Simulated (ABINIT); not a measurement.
# Au (Fm-3m) in ABINIT: a series of runs

One crystal, Au, is run at these levels: PBE, LDA; tasks: relaxation of cell and atoms, single point.

All numbers are computed with ABINIT 10.8.3 (patched build); they aren't measurements. Logs are shortened: lines on timing, memory, paths and dates and some standing lists are left out, and cuts for length are marked. The log counts tension as positive stress, the text compression.

### 1 The structure

The structure is cubic, space group Fm-3m (No. 225). Conventional cell: a = 4.070 Å, b = 4.070 Å, c = 4.070 Å, α = 90.00°, β = 90.00°, γ = 90.00°. Au (site symmetry m-3m) has 12 Au at 2.88 Å as nearest neighbours.

### 2 Relaxation of cell and atoms, PBE

run.abi

```
# Pseudopotentials
pp_dirpath "./"
pseudos "Au.upf"

# Structure
acell 3*1.0
rprim
     0.0000000000     3.8455926636     3.8455926636
     3.8455926636     0.0000000000     3.8455926636
     3.8455926636     3.8455926636     0.0000000000
ntypat 1
znucl 79
natom 1
typat 1
chkprim 0
chksymtnons 0
tolsym 1.0e-6
xred
            0.0            0.0            0.0

# Plane-wave basis
ecut 38.0
ecutsm 0.5

# k points
kptopt 1
ngkpt 8 8 8
nshiftk 1
shiftk 0.0 0.0 0.0

# Exchange and correlation
ixc 11

# Bands and occupations
nband 14
occopt 3
tsmear 0.00183747

# SCF cycle
nstep 80
tolvrs 1.0e-12

# Output
iomode 3
prteig 0
prtebands 0
prtwf 0
prtden 0

# Relaxation
ionmov 2
optcell 2
ntime 50
tolmxf 2.0e-5
dilatmx 1.08
```

Potentials or basis: PseudoDojo NC SR PBE v0.4.1 standard.

Launch:

```
> mpirun --bind-to none -np 4 abinit run.abi > log 2>&1
```

run.abo:

```text
.Version 10.8.3 of ABINIT
 Symmetries : space group Fm -3 m (#225); Bravais cF (face-center cubic)
================================================================================
 Values of the parameters that define the memory need of the present run
     intxc =       0    ionmov =       2      iscf =       7    lmnmax =       7
     lnmax =       7     mgfft =      36  mpssoang =       4    mqgrid =    3001
     natom =       1  nloc_mem =       1    nspden =       1   nspinor =       1
    nsppol =       1      nsym =      48    n1xccc =    2501    ntypat =       1
    occopt =       3   xclevel =       2
       mpw =        1614          nfft =       46656          nkpt =          29
================================================================================
================================================================================

--------------------------------------------------------------------------------
------------- Echo of variables that govern the present computation ------------
--------------------------------------------------------------------------------
 -outvars: echo values of preprocessed input variables --------
            acell      1.0000000000E+00  1.0000000000E+00  1.0000000000E+00 Bohr
              amu      1.96966540E+02
          chkprim           0
      chksymtnons           0
          dilatmx      1.08000000E+00
             ecut      3.80000000E+01 Hartree
           ecutsm      5.00000000E-01 Hartree
           ionmov           2
              ixc          11
         kptrlatt        8    0    0      0    8    0      0    0    8
          kptrlen      4.35079144E+01
            natom           1
            nband          14
            ngfft          36      36      36
             nkpt          29
            nstep          80
             nsym          48
            ntime          50
           ntypat           1
           occopt           3
          optcell           2
           prtden           0
        prtebands           0
           prteig           0
            prtwf           0
            rprim      0.0000000000E+00  3.8455926636E+00  3.8455926636E+00
                       3.8455926636E+00  0.0000000000E+00  3.8455926636E+00
                       3.8455926636E+00  3.8455926636E+00  0.0000000000E+00
          spgroup         225
           tolmxf      2.00000000E-05
           tolsym      1.00000000E-06
           tolvrs      1.00000000E-12
           tsmear      1.83747000E-03 Hartree
            typat      1
            znucl       79.00000

================================================================================

 chkinp: Checking input parameters for consistency.

================================================================================
== DATASET  1 ==================================================================

--- !DatasetInfo
iteration_state: {dtset: 1, }
dimensions: {natom: 1, nkpt: 29, mband: 14, nsppol: 1, nspinor: 1, nspden: 1, mpw: 1614, }
cutoff_energies: {ecut:  38.0, pawecutdg:  -1.0, }
electrons: {nelect:   1.90000000E+01, charge:   0.00000000E+00, occopt:   3.00000000E+00, tsmear:   1.83747000E-03, }
meta: {optdriver: 0, ionmov: 2, optcell: 2, iscf: 7, paral_kgb: 0, }
...

 Exchange-correlation functional for the present dataset will be:
  GGA: Perdew-Burke-Ernzerhof functional - ixc=11
  J.P.Perdew, K.Burke, M.Ernzerhof, PRL 77, 3865 (1996)

 Real(R)+Recip(G) space primitive vectors, cartesian coordinates (Bohr,Bohr^-1):
 R(1)=  0.0000000  3.8455927  3.8455927  G(1)= -0.1300190  0.1300190  0.1300190
 R(2)=  3.8455927  0.0000000  3.8455927  G(2)=  0.1300190 -0.1300190  0.1300190
 R(3)=  3.8455927  3.8455927  0.0000000  G(3)=  0.1300190  0.1300190 -0.1300190
 Unit cell volume ucvol=  1.1374173E+02 bohr^3
 Angles (23,13,12)=  6.00000000E+01  6.00000000E+01  6.00000000E+01 degrees

 getcut: wavevector=  0.0000  0.0000  0.0000  ngfft=  36  36  36
         ecut(hartree)=     44.323   => boxcut(ratio)=   2.20873

 getcut : COMMENT -
  Note that boxcut > 2.2 ; recall that boxcut=Gcut(box)/Gcut(sphere) = 2
  is sufficient for exact treatment of convolution.
  Such a large boxcut is a waste : you could raise ecut
  e.g. ecut=   54.057780 Hartrees makes boxcut=2

--- Pseudopotential description ------------------------------------------------
- pspini: atom type   1  psp file is ./Au.upf
  79.00000  19.00000  171031                  znucl, zion, pspdat
12 -101130 3 -1 1356                          pspcod,pspxc,lmax,lloc,mmax
     nproj     2     2     2     1

   6.12448423E+02                                ecore*ucvol(ha*bohr**3)
--------------------------------------------------------------------------------

================================================================================

=== [ionmov= 2] Broyden-Fletcher-Goldfarb-Shanno method (forces)
================================================================================

--- Iteration: ( 1/50) Internal Cycle: (1/1)
--------------------------------------------------------------------------------

---SELF-CONSISTENT-FIELD CONVERGENCE--------------------------------------------

--- !BeginCycle
iteration_state: {dtset: 1, itime: 1, icycle: 1, }
solver: {iscf: 7, nstep: 80, nline: 4, wfoptalg: 0, }
tolerances: {tolvrs: 1.00E-12, }
...

     iter   Etot(hartree)      deltaE(h)  residm     vres2
 ETOT  1  -148.14730418476    -1.481E+02 1.390E-01 7.910E+01
 ETOT  2  -148.18827878866    -4.097E-02 2.498E-03 5.272E+01
 ETOT  3  -148.19704746005    -8.769E-03 4.638E-04 8.878E-03
 ETOT  4  -148.19704863212    -1.172E-06 2.489E-04 5.695E-04
 ETOT  5  -148.19704867758    -4.547E-08 4.389E-05 6.315E-06
 ETOT  6  -148.19704867788    -2.976E-10 3.095E-05 1.699E-08
 ETOT  7  -148.19704867788    -1.535E-12 5.842E-06 4.869E-10
 ETOT  8  -148.19704867788     1.762E-12 4.986E-06 2.107E-13

 At SCF step    8       vres2   =  2.11E-13 < tolvrs=  1.00E-12 =>converged.

 Cartesian components of stress tensor (hartree/bohr^3)
  sigma(1 1)= -3.86165926E-04  sigma(3 2)=  0.00000000E+00
  sigma(2 2)= -3.86165926E-04  sigma(3 1)=  0.00000000E+00
  sigma(3 3)= -3.86165926E-04  sigma(2 1)=  0.00000000E+00

--- !ResultsGS
iteration_state: {dtset: 1, itime: 1, icycle: 1, }
comment   : Summary of ground state results
lattice_vectors:
- [  0.0000000,   3.8455927,   3.8455927, ]
- [  3.8455927,   0.0000000,   3.8455927, ]
- [  3.8455927,   3.8455927,   0.0000000, ]
lattice_lengths: [   5.43849,    5.43849,    5.43849, ]
lattice_angles: [ 60.000,  60.000,  60.000, ] # degrees, (23, 13, 12)
lattice_volume:   1.1374173E+02
convergence: {deltae:  1.762E-12, res2:  2.107E-13, residm:  4.986E-06, diffor: null, }
etotal    :  -1.48197049E+02
entropy   :   0.00000000E+00
fermie    :   4.87273482E-01
cartesian_stress_tensor: # hartree/bohr^3
- [ -3.86165926E-04,   0.00000000E+00,   0.00000000E+00, ]
- [  0.00000000E+00,  -3.86165926E-04,   0.00000000E+00, ]
- [  0.00000000E+00,   0.00000000E+00,  -3.86165926E-04, ]
pressure_GPa:   1.1361E+01
xred      :
- [  0.0000E+00,   0.0000E+00,   0.0000E+00, Au]
cartesian_forces: # hartree/bohr
- [ -0.00000000E+00,  -0.00000000E+00,  -0.00000000E+00, ]
force_length_stats: {min:   0.00000000E+00, max:   0.00000000E+00, mean:   0.00000000E+00, }
...
[... 363 lines left out ...]
---OUTPUT-----------------------------------------------------------------------

 Cartesian coordinates (xcart) [bohr]
  0.00000000000000E+00  0.00000000000000E+00  0.00000000000000E+00
 Reduced coordinates (xred)
  0.00000000000000E+00  0.00000000000000E+00  0.00000000000000E+00
 Cartesian forces (fcart) [Ha/bohr]; max,rms= 0.00000E+00 0.00000E+00 (free atoms)
 -0.00000000000000E+00 -0.00000000000000E+00 -0.00000000000000E+00
 Gradient of E wrt nuclear positions in reduced coordinates (gred)
  0.00000000000000E+00  0.00000000000000E+00  0.00000000000000E+00
 Scale of Primitive Cell (acell) [bohr]
  5.56075274416513E+00  5.56075274416513E+00  5.56075274416513E+00
 Real space primitive translations (rprimd) [bohr]
  0.00000000000000E+00  3.93204597390087E+00  3.93204597390087E+00
  3.93204597390087E+00  0.00000000000000E+00  3.93204597390087E+00
  3.93204597390087E+00  3.93204597390087E+00  0.00000000000000E+00
 Unitary Cell Volume (ucvol) [Bohr^3]=  1.21586611897035E+02
 Angles (23,13,12)= [degrees]
  6.00000000000000E+01  6.00000000000000E+01  6.00000000000000E+01
 Lengths [Bohr]
  5.56075274416513E+00  5.56075274416513E+00  5.56075274416513E+00
 Stress tensor in cartesian coordinates (strten) [Ha/bohr^3]
 -1.10953404658387E-08  0.00000000000000E+00  0.00000000000000E+00
  0.00000000000000E+00 -1.10953404727776E-08  0.00000000000000E+00
  0.00000000000000E+00  0.00000000000000E+00 -1.10953404727776E-08
 Total energy (etotal) [Ha]= -1.48198453021199E+02

 Difference of energy with previous step (new-old):
           Absolute (Ha)=-1.89239E-08
           Relative     =-1.27693E-10

 At Broyd/MD step   5, gradients are converged :
  max grad (force/stress) = 1.1095E-06 < tolmxf= 2.0000E-05 ha/bohr (free atoms)

================================================================================

 ----iterations are completed or convergence reached----

 Mean square residual over all n,k,spin=   68.587E-18; max=  99.348E-16
 reduced coordinates (array xred) for    1 atoms
       0.000000000000      0.000000000000      0.000000000000
 rms dE/dt=  0.0000E+00; max dE/dt=  0.0000E+00; dE/dt below (all hartree)
    1       0.000000000000      0.000000000000      0.000000000000

 cartesian coordinates (angstrom) at end:
    1      0.00000000000000     0.00000000000000     0.00000000000000

 cartesian forces (hartree/bohr) at end:
    1     -0.00000000000000    -0.00000000000000    -0.00000000000000
 frms,max,avg= 0.0000000E+00 0.0000000E+00   0.000E+00  0.000E+00  0.000E+00 h/b

 cartesian forces (eV/Angstrom) at end:
    1     -0.00000000000000    -0.00000000000000    -0.00000000000000
 frms,max,avg= 0.0000000E+00 0.0000000E+00   0.000E+00  0.000E+00  0.000E+00 e/A
 length scales=  5.560752744165  5.560752744165  5.560752744165 bohr
              =  2.942623625682  2.942623625682  2.942623625682 angstroms
 Fermi (or HOMO) energy (hartree) =   0.43712   Average Vxc (hartree)=  -0.48689
 Eigenvalues (hartree) for nkpt=  29  k points:
 kpt#   1, nband= 14, wtk=  0.00195, kpt=  0.0000  0.0000  0.0000 (reduced coord)
  -3.43335   -1.64257   -1.64257   -1.64257    0.09859    0.27881    0.27881    0.27881
   0.32944    0.32944    0.97475    1.10994    1.10994    1.10994
      occupation numbers for kpt#   1
   2.00000    2.00000    2.00000    2.00000    2.00000    2.00000    2.00000    2.00000
   2.00000    2.00000    0.00000    0.00000    0.00000    0.00000
 prteigrs : prtvol=0 or 1, do not print more k-points.

--- !EnergyTerms
iteration_state     : {dtset: 1, itime: 5, icycle: 1, }
comment             : Components of total free energy in Hartree
kinetic             :  4.25366925826921E+01
hartree             :  2.71421819233465E+01
xc                  : -2.60523915109196E+01
Ewald energy        : -1.05233714187291E+02
psp_core            :  5.03713701139349E+00
local_psp           : -9.41345747835516E+01
non_local_psp       :  2.50638923421684E+00
internal            : -1.48198279730113E+02
'-kT*entropy'       : -1.73291085996328E-04
total_energy        : -1.48198453021199E+02
total_energy_eV     : -4.03268534621672E+03
band_energy         : -1.35034405516463E+01
...

 Cartesian components of stress tensor (hartree/bohr^3)
  sigma(1 1)= -1.10953405E-08  sigma(3 2)=  0.00000000E+00
  sigma(2 2)= -1.10953405E-08  sigma(3 1)=  0.00000000E+00
  sigma(3 3)= -1.10953405E-08  sigma(2 1)=  0.00000000E+00

-Cartesian components of stress tensor (GPa)         [Pressure=  3.2644E-04 GPa]
- sigma(1 1)= -3.26436187E-04  sigma(3 2)=  0.00000000E+00
- sigma(2 2)= -3.26436187E-04  sigma(3 1)=  0.00000000E+00
- sigma(3 3)= -3.26436187E-04  sigma(2 1)=  0.00000000E+00

== END DATASET(S) ==============================================================
================================================================================

 -outvars: echo values of variables after computation  --------
            acell      5.5607527442E+00  5.5607527442E+00  5.5607527442E+00 Bohr
           etotal     -1.4819845302E+02
            fcart     -0.0000000000E+00 -0.0000000000E+00 -0.0000000000E+00
            rprim      0.0000000000E+00  7.0710678119E-01  7.0710678119E-01
                       7.0710678119E-01  0.0000000000E+00  7.0710678119E-01
                       7.0710678119E-01  7.0710678119E-01  0.0000000000E+00
           strten     -1.1095340466E-08 -1.1095340473E-08 -1.1095340473E-08
                       0.0000000000E+00  0.0000000000E+00  0.0000000000E+00
 Calculation completed.
```

Wall time 17 s (4 MPI ranks of Intel Xeon 6975P-C (Granite Rapids), shared host); peak memory 0.28 GiB.

Results:

* Free energy: -4032.6853 eV
* Relaxed volume: 18.02 Å³/atom
* Relaxed cell: a = 2.943 Å, b = 2.943 Å, c = 2.943 Å, α = 60.00°, β = 60.00°, γ = 60.00°
* Space group after relaxing (to 0.05 Å): Fm-3m (No. 225)
* Energy gained by relaxing: 38.2 meV/atom
* Ionic steps: 5
* Pressure after relaxing: 0.0 GPa
* Band gap on the k mesh: none (metal or under the smearing width)

The path:
```tsv
step	energy change (eV)	largest force (eV/Å)	pressure (GPa)	volume (Å³)
1	0.0000	0.0000	11.36	16.85
2	-0.0297	0.0000	4.95	17.45
3	-0.0381	0.0000	0.58	17.94
4	-0.0382	0.0000	0.04	18.01
5	-0.0382	0.0000	0.00	18.02
```

Final structure:
```
Au
1.0
     0.00000    2.08075    2.08075
     2.08075    0.00000    2.08075
     2.08075    2.08075    0.00000
Au
1
Direct
  0.00000 0.00000 0.00000
```

### 3 Single point, PBE (cell relaxed)

run.abi

```
# Pseudopotentials
pp_dirpath "./"
pseudos "Au.upf"

# Structure
acell 3*1.0
rprim
     0.0000000000     3.9320459709     3.9320459709
     3.9320459709     0.0000000000     3.9320459709
     3.9320459709     3.9320459709     0.0000000000
ntypat 1
znucl 79
natom 1
typat 1
xred
     0.0000000000     0.0000000000     0.0000000000
chkprim 0
chksymtnons 0
tolsym 1.0e-6

# Plane-wave basis
ecut 38.0

# k points
kptopt 1
ngkpt 8 8 8
nshiftk 1
shiftk 0.0 0.0 0.0

# Exchange and correlation
ixc 11

# Bands and occupations
nband 14
occopt 3
tsmear 0.00183747

# SCF cycle
nstep 100
tolvrs 1.0e-10

# Output
iomode 3
prtwf 0
prtden 0
prteig 0
prtebands 0
enunit 2
```

Potentials or basis: PseudoDojo NC SR PBE v0.4.1 standard.

Launch:

```
> mpirun --bind-to none -np 4 abinit run.abi > log 2>&1
```

It took 3 s on 4 MPI ranks of Intel Xeon 6975P-C (Granite Rapids), shared host; peak memory 0.28 GiB.

The run converged. Its results:

| Item | Value |
| --- | --- |
| Free energy | -4032.6854 eV |
| Pressure | 0.0 GPa |
| Band gap on the k mesh | none (metal or under the smearing width) |
| Valence electrons inside the program's atomic spheres | Au 15.55 (radii [1.0584] Å) |

Levels at points of the mesh, in eV from the Fermi level:
| k point | band 8 | band 9 | band 10 | band 11 | band 12 | band 13 |
| --- | --- | --- | --- | --- | --- | --- |
| (0.00, 0.00, 0.00) | -4.31 | -2.93 | -2.93 | 14.63 | 18.31 | 18.31 |
| (0.50, 0.00, 0.00) | -1.84 | -1.84 | -0.63 | 2.87 | 14.08 | 16.79 |
| (0.50, 0.50, 0.00) | -1.55 | -1.55 | 1.24 | 5.42 | 9.93 | 9.93 |

The run has no spin-orbit coupling, so splittings on Au are missing.

### 4 Relaxation of cell and atoms, LDA

run.abi

```
pp_dirpath "./"
pseudos "Au.upf"

acell 3*1.0
rprim
     0.0000000000     3.8455926636     3.8455926636
     3.8455926636     0.0000000000     3.8455926636
     3.8455926636     3.8455926636     0.0000000000
ntypat 1
znucl 79
natom 1
typat 1
chkprim 0
chksymtnons 0
tolsym 1.0e-6
xred
            0.0            0.0            0.0

ecut 35.0
ecutsm 0.5

kptopt 1
ngkpt 8 8 8
nshiftk 1
shiftk 0.0 0.0 0.0

ixc 7

nband 14
occopt 3
tsmear 0.00183747

nstep 80
tolvrs 1.0e-12

iomode 3
prteig 0
prtebands 0
prtwf 0
prtden 0

ionmov 2
optcell 2
ntime 50
tolmxf 2.0e-5
dilatmx 1.08
```

Potentials or basis: PseudoDojo NC SR LDA v0.4.1 standard.

Launch:

```
> mpirun --bind-to none -np 4 abinit run.abi > log 2>&1
```

run.abo:

```text
.Version 10.8.3 of ABINIT
 Symmetries : space group Fm -3 m (#225); Bravais cF (face-center cubic)
================================================================================
 Values of the parameters that define the memory need of the present run
     intxc =       0    ionmov =       2      iscf =       7    lmnmax =       7
     lnmax =       7     mgfft =      32  mpssoang =       4    mqgrid =    3001
     natom =       1  nloc_mem =       1    nspden =       1   nspinor =       1
    nsppol =       1      nsym =      48    n1xccc =    2501    ntypat =       1
    occopt =       3   xclevel =       1
       mpw =        1427          nfft =       32768          nkpt =          29
================================================================================
================================================================================

--------------------------------------------------------------------------------
------------- Echo of variables that govern the present computation ------------
--------------------------------------------------------------------------------
[... 490 lines left out ...]
  sigma(3 3)=  2.44632439E-08  sigma(2 1)=  0.00000000E+00

-Cartesian components of stress tensor (GPa)         [Pressure= -7.1973E-04 GPa]
- sigma(1 1)=  7.19733485E-04  sigma(3 2)=  0.00000000E+00
- sigma(2 2)=  7.19733485E-04  sigma(3 1)=  0.00000000E+00
- sigma(3 3)=  7.19733485E-04  sigma(2 1)=  0.00000000E+00

== END DATASET(S) ==============================================================
================================================================================

 -outvars: echo values of variables after computation  --------
            acell      5.4144605285E+00  5.4144605285E+00  5.4144605285E+00 Bohr
           etotal     -1.4755279507E+02
            fcart     -0.0000000000E+00 -0.0000000000E+00 -0.0000000000E+00
            rprim      0.0000000000E+00  7.0710678119E-01  7.0710678119E-01
                       7.0710678119E-01  0.0000000000E+00  7.0710678119E-01
                       7.0710678119E-01  7.0710678119E-01  0.0000000000E+00
           strten      2.4463243917E-08  2.4463243917E-08  2.4463243910E-08
                       0.0000000000E+00  0.0000000000E+00  0.0000000000E+00
 Calculation completed.
```

It took 11 s on 4 MPI ranks of Intel Xeon 6975P-C (Granite Rapids), shared host; peak memory 0.24 GiB.

Results:

* Free energy: -4015.1161 eV
* Relaxed volume: 16.63 Å³/atom
* Relaxed cell: a = 2.865 Å, b = 2.865 Å, c = 2.865 Å, α = 60.00°, β = 60.00°, γ = 60.00°
* Space group after relaxing (to 0.05 Å): Fm-3m (No. 225)
* Energy gained by relaxing: 1.8 meV/atom
* Ionic steps: 4
* Pressure after relaxing: 0.0 GPa
* Band gap on the k mesh: none (metal or under the smearing width)

The path:
```
step  energy change (eV)  largest force (eV/Å)  pressure (GPa)  volume (Å³)
   1              0.0000                0.0000           -2.48        16.85
   2             -0.0014                0.0000           -1.10        16.73
   3             -0.0018                0.0000            0.06        16.63
   4             -0.0018                0.0000            0.00        16.63
```

Final structure:
```
Au
1.0
     0.00000    2.02601    2.02601
     2.02601    0.00000    2.02601
     2.02601    2.02601    0.00000
Au
1
Direct
  0.00000 0.00000 0.00000
```

The run has no spin-orbit coupling, so splittings on Au are missing. LDA usually gives volumes a few per cent too small.

### 5 Summary

| task | level | potentials or basis | cell | cutoff (eV) | cell freedom (optcell) | optimiser (ionmov) | cutoff smearing ecutsm (Ha) | force stop (Ha/bohr) | gap on the mesh (eV) | pressure (GPa) | relaxed volume (Å³/atom) |
| --- | --- | --- | --- | --- | --- | --- | --- | --- | --- | --- | --- |
| relaxation of cell and atoms | PBE | PseudoDojo NC SR PBE v0.4.1 standard | relaxed | 1034 | 2 | 2 | 0.5 | 2e-05 | none | 0.0 | 18.02 |
| single point | PBE | PseudoDojo NC SR PBE v0.4.1 standard | cell relaxed | 1034 | - | - | - | - | none | 0.0 | - |
| relaxation of cell and atoms | LDA | PseudoDojo NC SR LDA v0.4.1 standard | relaxed | 952 | 2 | 2 | 0.5 | 2e-05 | none | 0.0 | 16.63 |

Alike in all rows: no spin polarisation; k mesh 8 × 8 × 8; smearing fermi-dirac 0.05 eV.

Absolute energies hang on the potentials; compare differences alone.
